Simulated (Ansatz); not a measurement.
# PbS: stiffness from a series of strains

```
CELL_PARAMETERS angstrom
0.00000 2.96500 2.96500
2.96500 0.00000 2.96500
2.96500 2.96500 0.00000
ATOMIC_POSITIONS crystal
Pb 0.00000 0.00000 0.00000
S 0.50000 0.50000 0.50000
```

Atoms are numbered in the order listed.

The geometry is COD entry 9000001, unchecked; take it as a test cell.

No spin–orbit coupling, which matters for the heavy atoms here.

Computed with DFT, LDA, all-electron LAPW, scalar-relativistic (Ansatz 0.2.0).

Sampling and basis: a Γ-centred 8×8×8 k mesh, Fermi–Dirac smearing of 0.01 eV, basis error target 0.5 meV/atom, no spin polarisation.

The strain is applied along the Cartesian axes of the cell as listed (the other components stay zero). Fractional coordinates are held (clamped ions).

σ is the change of stress from the unstrained cell, which is at -2.53 GPa; tension is positive, so slopes are stress–strain coefficients at that pressure.

Only quantities that a quadratic follows smoothly over the whole series are listed; rougher ones are left out.

```tsv
εzz	σzz (GPa)	σxx (GPa)
-0.0300	-4.90	-0.43
-0.0100	-1.43	-0.14
0.0000	0.00	0.00
0.0100	1.25	0.14
0.0200	2.33	0.28
0.0300	3.26	0.41
```

**Question.** Fit the series and read off the stiffness at zero strain.

**Answer.** Least-squares fits y = p0 + p1 x + p2 x² to the rows give σzz (GPa): p1 = 136, p2 = -910; σxx (GPa): p1 = 14, p2 = -12. So C11 = 136 GPa and C12 = 14 GPa, which gives B = (C11 + 2 C12)/3 = 55 GPa.

**Question.** One run, at εzz = -0.0200, is withheld. Predict its row.

**Answer.** The fits give -3.08, -0.28; the run gave -3.05, -0.29.
